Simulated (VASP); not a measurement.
# Ge3N4 (Fd-3m) in VASP: further runs, part 2 of 2

VASP 6.6.1. The steps go on from the part before.

## (3) Relaxation of cell and atoms, PBE

INCAR reads:

```
SYSTEM = Ge3N4
  PREC = Accurate
  ENCUT = 520
  EDIFF = 1E-7
  ISMEAR = 0
  SIGMA = 0.1
  LREAL = .False.
  LASPH = .True.
  NELM = 120
  ALGO = Normal
  ISIF = 3
  LWAVE = .False.
  LCHARG = .False.
  GGA = PE
  IBRION = 2
  NSW = 60
  EDIFFG = -0.005
  POTIM = 0.3
  KPAR = 4
```

KPOINTS reads:

```
Automatic mesh
0
Gamma
  6 6 6
  0 0 0
```

POSCAR reads:

```
Ge3N4                                   
1.0
   -0.0000000000      4.1560918376      4.1560918376
    4.1560918376     -0.0000000000      4.1560918376
    4.1560918376      4.1560918376      0.0000000000
  Ge              N             
     6     8
Direct
     0.1250000000000000    0.1250000000000000    0.1250000000000000
     0.6250000000000000    0.1250000000000000    0.1250000000000000
     0.1250000000000000    0.1250000000000000    0.6250000000000000
     0.1250000000000000    0.6250000000000000    0.1250000000000000
     0.5000000000000000    0.5000000000000000    0.5000000000000000
     0.7500000000000000    0.7500000000000000    0.7500000000000000
     0.8831853474214145    0.8831853474214145    0.8831853474214145
     0.8995560422642362    0.3668146525785855    0.3668146525785855
     0.8831853474214145    0.8831853474214145    0.3504439577357636
     0.3668146525785855    0.8995560422642362    0.3668146525785855
     0.3504439577357636    0.8831853474214145    0.8831853474214145
     0.3668146525785855    0.3668146525785855    0.3668146525785855
     0.8831853474214145    0.3504439577357636    0.8831853474214145
     0.3668146525785855    0.3668146525785855    0.8995560422642362
```

Potentials or basis: VASP PAW PBE potentials, release 64 (Ge_d, N).

Started as:

```
$ cat potpaw_PBE.64/Ge_d/POTCAR potpaw_PBE.64/N/POTCAR > POTCAR
$ mpirun -np 4 vasp_std > vasp.out
```

Run time: 78 s. Hardware: 4 MPI ranks of Intel Xeon Platinum 8559C (Emerald Rapids), shared host; peak memory 0.38 GiB.

Results (log left out):

* Free energy: -92.7895 eV
* Pressure after relaxing: 0.0 GPa
* Largest force after relaxing: 0.005 eV/Å
* Band gap on the k mesh: 1.90 eV, direct

Forces in eV/Å, atoms in the order of the input:
```
Ge   0.000  0.000  0.000
Ge   0.000  0.000  0.000
Ge   0.000  0.000  0.000
Ge   0.000  0.000  0.000
Ge   0.000  0.000  0.000
Ge   0.000  0.000  0.000
N    0.003  0.003  0.003
N   -0.003  0.003  0.003
N   -0.003 -0.003  0.003
N    0.003 -0.003  0.003
N    0.003 -0.003 -0.003
N   -0.003 -0.003 -0.003
N   -0.003  0.003 -0.003
N    0.003  0.003 -0.003
```

Final structure:
```xyz
14
Lattice="0.0000 4.1561 4.1561 4.1561 0.0000 4.1561 4.1561 4.1561 0.0000" Properties=species:S:1:pos:R:3 pbc="T T T"
Ge    1.0390    1.0390    1.0390
Ge    1.0390    3.1171    3.1171
Ge    3.1171    3.1171    1.0390
Ge    3.1171    1.0390    3.1171
Ge    4.1561    4.1561    4.1561
Ge    6.2341    6.2341    6.2341
N     7.3412    7.3412    7.3412
N     3.0490    5.2632    5.2632
N     5.1271    5.1271    7.3412
N     5.2632    3.0490    5.2632
N     7.3412    5.1271    5.1271
N     3.0490    3.0490    3.0490
N     5.1271    7.3412    5.1271
N     5.2632    5.2632    3.0490
```

Levels at points of the mesh, in eV from the valence-band top:
```
           k point  band 60  band 61  band 62  band 63  band 64  band 65
(0.00, 0.00, 0.00)     0.00     0.00     0.00     1.90     2.14     2.14
(0.50, 0.00, 0.00)    -0.54    -0.09    -0.09     3.54     3.63     4.71
(0.50, 0.50, 0.00)    -0.94    -0.15    -0.15     4.71     4.71     5.48
```

Caveat: the relaxation stopped at its first step, so nothing moved.

## (4) Relaxation of cell and atoms, PBE

This run uses another cell than the first one, of 9.69 Å³/atom, 0.946 times its volume.

INCAR reads:

```
SYSTEM = Si3N4
  PREC = Accurate
  ENCUT = 520
  EDIFF = 1E-6
  ISMEAR = 0
  SIGMA = 0.1
  LREAL = .False.
  LASPH = .True.
  NELM = 120
  ALGO = Normal
  ISIF = 3
  LWAVE = .False.
  LCHARG = .False.
  GGA = PE
  IBRION = 2
  NSW = 90
  EDIFFG = -0.01
  KPAR = 4
```

KPOINTS is that of step 3.

POSCAR reads:

```
Si3N4
1.0
   -3.2373500000      3.2373500000      3.2373500000
    3.2373500000     -3.2373500000      3.2373500000
    3.2373500000      3.2373500000     -3.2373500000
Si N
6 8
Direct
    0.2500000000      0.1250000000      0.8750000000
    0.8750000000      0.2500000000      0.1250000000
    0.7500000000      0.3750000000      0.6250000000
    0.6250000000      0.7500000000      0.3750000000
    0.1250000000      0.8750000000      0.2500000000
    0.3750000000      0.6250000000      0.7500000000
    0.5628000000      0.5628000000      0.5628000000
    0.4372000000      0.5000000000      0.0000000000
    0.5000000000      0.0000000000      0.9372000000
    0.0000000000      0.4372000000      0.5000000000
    0.9372000000      0.5000000000      0.0000000000
    0.0628000000      0.0628000000      0.0628000000
    0.0000000000      0.9372000000      0.5000000000
    0.5000000000      0.0000000000      0.4372000000
```

Potentials or basis: VASP PAW PBE potentials, release 64 (Si, N).

Started as:

```
$ cat potpaw_PBE.64/Si/POTCAR potpaw_PBE.64/N/POTCAR > POTCAR
$ mpirun -np 4 vasp_std > vasp.out
```

It took 63 s on 4 MPI ranks of Intel Xeon Platinum 8559C (Emerald Rapids), shared host; peak memory 0.28 GiB.

It converged, with:

```yaml
Free_energy: -113.1509 eV
Relaxed_volume: 9.75 Å³/atom
Relaxed_cell: a = 5.619 Å, b = 5.619 Å, c = 5.619 Å, α = 109.47°, β = 109.47°, γ = 109.47°
Space_group_after_relaxing_to_0.05_Å: I-43d (No. 220)
Energy_gained_by_relaxing: 0.3 meV/atom
Ionic_steps: 3
Pressure_after_relaxing: 0.0 GPa
Band_gap_on_the_k_mesh: 4.04 eV, indirect (least direct gap 4.23 eV)
```

Step by step:
```csv
step,energy change (eV),largest force (eV/Å),pressure (GPa),volume (Å³)
1,0.0000,0.0156,1.65,135.72
2,0.0034,0.0229,-2.13,137.68
3,-0.0043,0.0010,0.00,136.55
```

Final structure:
```
Si N
1.0
    -3.24399    3.24399    3.24399
     3.24399   -3.24399    3.24399
     3.24399    3.24399   -3.24399
Si N
6 8
Direct
  0.25000 0.12500 0.87500
  0.87500 0.25000 0.12500
  0.75000 0.37500 0.62500
  0.62500 0.75000 0.37500
  0.12500 0.87500 0.25000
  0.37500 0.62500 0.75000
  0.56274 0.56274 0.56274
  0.43726 0.50000 0.00000
  0.50000 0.00000 0.93726
  0.00000 0.43726 0.50000
  0.93726 0.50000 0.00000
  0.06274 0.06274 0.06274
  0.00000 0.93726 0.50000
  0.50000 0.00000 0.43726
```

Levels at points of the mesh, in eV from the valence-band top:
```tsv
k point	band 28	band 29	band 30	band 31	band 32	band 33	band 34	band 35	band 36	band 37
(0.00, 0.00, 0.00)	-1.92	-0.16	-0.16	-0.16	-0.06	4.61	4.62	4.62	4.63	4.63
(0.50, 0.00, 0.00)	-1.98	-1.27	-1.27	-0.02	-0.02	4.95	4.95	5.89	5.89	6.29
(0.50, 0.50, 0.50)	-1.90	-1.90	-1.90	-1.19	-1.19	5.39	5.39	5.39	5.39	5.39
```

## (5) Relaxation of cell and atoms, PBE

This run uses another cell than the first one, of 9.75 Å³/atom, 0.952 times its volume.

INCAR, as its differences from that of step 4:

```diff
@@ -3,3 +3,3 @@
   ENCUT = 520
-  EDIFF = 1E-6
+  EDIFF = 1E-7
   ISMEAR = 0
@@ -15,4 +15,5 @@
   IBRION = 2
-  NSW = 90
-  EDIFFG = -0.01
+  NSW = 60
+  EDIFFG = -0.005
+  POTIM = 0.3
   KPAR = 4
```

KPOINTS is that of step 4.

POSCAR reads:

```
Si3N4                                   
1.0
   -3.2439947530      3.2439947530      3.2439947530
    3.2439947530     -3.2439947530      3.2439947530
    3.2439947530      3.2439947530     -3.2439947530
  Si              N             
     6     8
Direct
     0.2500000000000000    0.1250000000000000    0.8750000000000000
     0.8750000000000000    0.2500000000000000    0.1250000000000000
     0.7500000000000000    0.3750000000000000    0.6250000000000000
     0.6250000000000000    0.7500000000000000    0.3750000000000000
     0.1250000000000000    0.8750000000000000    0.2500000000000000
     0.3750000000000000    0.6250000000000000    0.7500000000000000
     0.5627425663283636    0.5627425663283636    0.5627425663283636
     0.4372574336716363    0.5000000000000000    0.0000000000000000
     0.5000000000000000    0.0000000000000000    0.9372574336716364
     0.0000000000000000    0.4372574336716363    0.5000000000000000
     0.9372574336716364    0.5000000000000000    0.0000000000000000
     0.0627425663283636    0.0627425663283636    0.0627425663283636
     0.0000000000000000    0.9372574336716364    0.5000000000000000
     0.5000000000000000    0.0000000000000000    0.4372574336716363
```

Started as:

```
$ cat potpaw_PBE.64/Si/POTCAR potpaw_PBE.64/N/POTCAR > POTCAR
$ mpirun -np 4 vasp_std > vasp.out
```

Wall time 42 s (4 MPI ranks of Intel Xeon Platinum 8559C (Emerald Rapids), shared host); peak memory 0.28 GiB.

The run converged. Its results:

* Free energy: -113.1516 eV
* Pressure after relaxing: 0.0 GPa
* Band gap on the k mesh: 4.04 eV, indirect (least direct gap 4.23 eV)

Final structure:
```
Si N
1.0
    -3.24399    3.24399    3.24399
     3.24399   -3.24399    3.24399
     3.24399    3.24399   -3.24399
Si N
6 8
Direct
  0.25000 0.12500 0.87500
  0.87500 0.25000 0.12500
  0.75000 0.37500 0.62500
  0.62500 0.75000 0.37500
  0.12500 0.87500 0.25000
  0.37500 0.62500 0.75000
  0.56274 0.56274 0.56274
  0.43726 0.50000 0.00000
  0.50000 0.00000 0.93726
  0.00000 0.43726 0.50000
  0.93726 0.50000 0.00000
  0.06274 0.06274 0.06274
  0.00000 0.93726 0.50000
  0.50000 0.00000 0.43726
```

Levels at points of the mesh, in eV from the valence-band top:
```
           k point  band 28  band 29  band 30  band 31  band 32  band 33  band 34  band 35  band 36  band 37
(0.00, 0.00, 0.00)    -1.92    -0.16    -0.16    -0.16    -0.06     4.61     4.62     4.62     4.63     4.63
(0.50, 0.00, 0.00)    -1.98    -1.27    -1.27    -0.02    -0.02     4.95     4.95     5.89     5.89     6.29
(0.50, 0.50, 0.50)    -1.90    -1.90    -1.90    -1.19    -1.19     5.39     5.39     5.39     5.39     5.39
```

Caveat: the relaxation stopped at its first step, so nothing moved. Expect the measured gap to be larger: semilocal functionals such as PBE lack the derivative discontinuity.
